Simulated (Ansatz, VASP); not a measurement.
# One calculation of NaCl, two programs

The input INCAR:

```
PREC     = Accurate       # precision mode
ENCUT    = 520            # plane-wave cutoff, eV
EDIFF    = 1E-7           # SCF threshold, eV
ISMEAR   = 0              # smearing method
SIGMA    = 0.02           # smearing width, eV
LREAL    = False          # projectors in reciprocal space
LASPH    = True           # aspherical terms in the spheres
NELM     = 60             # most SCF steps
ALGO     = Normal         # electronic algorithm
ISIF     = 2              # what is computed and relaxed
LWAVE    = False          # write WAVECAR
LCHARG   = False          # write CHGCAR
GGA      = PS             # functional
NBANDS   = 14             # bands
```

Contents of KPOINTS:

```
regular mesh
0
Gamma
  6 6 6
```

POSCAR

```
NaCl
1.0
    3.3884738907      0.2101314000      0.2101314000
    0.2101314000      3.3884738907     -0.2101314000
    0.2101314000     -0.2101314000      3.3884738907
Na Cl
1 1
Direct
    0.0000000000      0.0000000000      0.0000000000
    0.5000000000      0.5000000000      0.5000000000
```

Input for Ansatz:

```yaml
crystal:
  lattice:
    - [3.3884738907, 0.2101314, 0.2101314]
    - [0.2101314, 3.3884738907, -0.2101314]
    - [0.2101314, -0.2101314, 3.3884738907]
  atoms:
    - { symbol: Na, position: [0.0, 0.0, 0.0] }
    - { symbol: Cl, position: [0.5, 0.5, 0.5] }
basis:
  ecutwfc: 420
kpoints:
  mp_grid: { grid: [6, 6, 6] }
hamiltonian:
  xc: pbesol
scf:
  occupations: { method: gaussian, width: 0.02 }
output:
  forces: true
  stress: true
  eigenvalues: true
```

Alike in both runs: task single point; functional PBEsol; k mesh 6 × 6 × 6; occupations gaussian, width 0.02 eV; no spin polarisation.

|  | VASP | Ansatz |
| --- | --- | --- |
| version | VASP 6.6.1 | Ansatz 0.2.0 |
| potentials or method | VASP PAW PBE potentials, release 64 (Na_pv, Cl) | scalar-relativistic, plane waves, PAW |
| plane-wave cutoff (eV) | 520 | 420 |
| valence electrons in the cell | 14 | 16 |

```csv
,VASP,Ansatz,Ansatz less VASP
gap on the k mesh at the Fermi level (eV),4.42,4.42,+0.004
least direct gap on the mesh (eV),4.71,4.72,+0.003
pressure (GPa),4.0,3.9,-0.05
largest component of the traceless stress (GPa),2.23,2.17,-0.060
```

The functional is the same, so the differences come from potentials, cutoffs and numerics. The two sets of potentials don't hold the same shells in valence.

Caveats: the PAW data sets were made with another functional, which shifts forces and pressure a little (VASP). A k mesh can miss the band edges.
